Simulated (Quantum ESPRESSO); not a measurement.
Re:

```
Re
1.0
     2.76080    0.00000    0.00000
    -1.38040    2.39092    0.00000
     0.00000    0.00000    4.45820
Re
2
Direct
  0.66667 0.33333 0.75000
  0.33333 0.66667 0.25000
```

```yaml
Program: Quantum ESPRESSO 7.5
Task: single point
Functional: PBEsol
Potentials_or_basis: GBRV 1.5 PBEsol
Cutoff: 612 eV
Density_cutoff: 4898 eV
k_mesh: 11 × 11 × 6
Occupations: fermi-dirac, width 0.05 eV
Spin: no spin polarisation
```

On this cell: pressure -4.3 GPa; largest force under 0.003 eV/Å; band gap on the k mesh none (metal or under the smearing width).

The same run follows on a disturbed copy (atoms moved at random, drawn with an rms of 0.05 Å):

```
Re
1.0
     2.76080    0.00000    0.00000
    -1.38040    2.39092    0.00000
     0.00000    0.00000    4.45820
Re
2
Direct
  0.66519 0.31579 0.76407
  0.32984 0.66561 0.24409
```

Question: What changes?

Answer: The energy (extrapolated to zero smearing) moves by +10.0 meV/atom; pressure -2.8 GPa; largest force 0.487 eV/Å; band gap on the k mesh none (metal or under the smearing width).

Forces in eV/Å, atoms in the order of the input:
```
Re  -0.153  0.209 -0.413
Re   0.153 -0.209  0.413
```

Stress tensor (GPa, compression positive):
```
-4.15  0.71  0.61
 0.71 -2.33 -0.88
 0.61 -0.88 -2.03
```
